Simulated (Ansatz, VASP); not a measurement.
InP: VASP beside Ansatz

INCAR

```
PREC = Accurate ; ENCUT = 520
EDIFF = 1E-6 ; ISMEAR = -1
SIGMA = 0.02 ; LREAL = False
LASPH = True ; NELM = 80
ALGO = Normal ; ISIF = 2
LWAVE = False ; LCHARG = False
GGA = PE ; NBANDS = 16
```

KPOINTS

```
regular mesh
0
Gamma
  6 6 6
```

The input POSCAR:

```
InP
1.0
    3.4133991310      0.0000000000      0.0000000000
    0.0000000000      3.4133991310      0.0000000000
    0.0000000000      0.0000000000      3.4133991310
In P
1 1
Direct
    0.0000000000      0.0000000000      0.0000000000
    0.5000000000      0.5000000000      0.5000000000
```

Input for Ansatz:

```yaml
crystal:
  lattice:
    - [3.413399131, 0.0, 0.0]
    - [0.0, 3.413399131, 0.0]
    - [0.0, 0.0, 3.413399131]
  atoms:
    - { symbol: In, position: [0.0, 0.0, 0.0] }
    - { symbol: P, position: [0.5, 0.5, 0.5] }
kpoints:
  mp_grid: { grid: [6, 6, 6] }
hamiltonian:
  xc: pbe
scf:
  occupations: { method: fermi_dirac, width: 0.02 }
  n_extra_bands: 4
output:
  forces: true
  stress: true
  eigenvalues: true
```

The cell was built by a generator and needn't be a form met in nature.

Alike in both runs: task single point; functional PBE; k mesh 6 × 6 × 6; occupations fermi-dirac, width 0.02 eV; no spin polarisation.

|  | VASP | Ansatz |
| --- | --- | --- |
| version | VASP 6.6.1 | Ansatz 0.2.0 |
| potentials or method | VASP PAW PBE potentials, release 64 (In_d, P) | plane waves, PAW |
| plane-wave cutoff (eV) | 520 | 420 |
| valence electrons in the cell | 18 | 18 |

VASP gave:

- pressure (GPa): 1.4

Question: Which values does Ansatz return?

Answer: Pressure (GPa): 1.5.

The functional is the same, so the differences come from potentials, cutoffs and numerics.
